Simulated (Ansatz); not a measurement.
## BaTiO3 under strain — 47Ti nuclear quadrupole resonance

Cell: a refined structure from the COD, relaxed with PBE at fixed cell and then changed (z compressed by 1 %, ions relaxed).

```xyz
5
Lattice="4.0060 0.0000 0.0000 0.0000 4.0060 0.0000 0.0000 0.0000 3.9659" Properties=species:S:1:pos:R:3 pbc="T T T"
Ba    2.0030    2.0030    1.9830
Ti    0.0000    0.0000    0.0000
O     2.0030    0.0000    0.0000
O     0.0000    2.0030    0.0000
O     0.0000    0.0000    1.9830
```

Atom numbers follow the list; atoms alike are taken as one site, whose name carries the number of the first.

The numbers come from a DFT calculation in Ansatz (PBE, plane waves and PAW, scalar-relativistic, 420 eV cutoff, Γ-centred 8×8×8 k-points, Fermi–Dirac smearing 0.02 eV).

47Ti: I = 5/2, Q = 302.0 mb (year-2017 value). Static lattice, zero field.

Task: Predict the zero-field 47Ti lines of each site.

Result: For I = 5/2 and η = 0 the lines are 3|C_Q|/20 and twice that; η pulls their ratio below 2.

```tsv
site	atoms	V_zz (10²¹ V/m²)	C_Q (MHz)	η	line frequencies (MHz)
Ti	2	-0.94	-6.85	0.00	1.03, 2.05
```

Task: And for Ti-49 (I = 7/2, Q = 247.0 mb) on Ti?

Result: C_Q scales with Q to -5.60 MHz, with lines at 0.400, 0.800, 1.20 MHz.

An axis of threefold or higher order runs through Ti, so V_zz lies along it and η is zero.

The relaxation (1 step) took 12 s of wall time (12 s of CPU time) and 0.48 GiB at its peak, on 1 thread of Arm Neoverse V1 (aarch64; 8 cores open to the job, memory cap 3.0 GiB, no GPU), a shared host with a load of 0.8 a core.
